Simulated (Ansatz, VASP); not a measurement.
# Zn in VASP and in Ansatz

```
Zn
1.0
    -1.52566    1.50564    1.52566
     1.52566   -1.50564    1.52566
     1.52566    1.50564   -1.52566
Zn
1
Direct
  0.00000 0.00000 0.00000
```

Change from the starting cell: normal strain along x +0.0133, normal strain along z +0.0133.

Alike in both runs: task single point; functional LDA; k mesh 20 × 20 × 20; occupations gaussian, width 0.15 eV; no spin polarisation.

|  | VASP | Ansatz |
| --- | --- | --- |
| version | VASP 6.6.1 | Ansatz 0.2.0 |
| potentials or method | VASP PAW LDA potentials, release 64 (Zn) | scalar-relativistic, plane waves, PAW |
| plane-wave cutoff (eV) | 520 | 520 |
| valence electrons in the cell | 12 | 12 |

VASP gave:

* gap on the k mesh at the Fermi level (eV): none
* pressure (GPa): -1.7
* largest component of the traceless stress (GPa): 0.45

Question: Which values does Ansatz return?

Answer: gap on the k mesh at the Fermi level (eV): none; pressure (GPa): -2.3; largest component of the traceless stress (GPa): 0.45.

A gap of «none» marks a metal or a gap that the smearing closes.
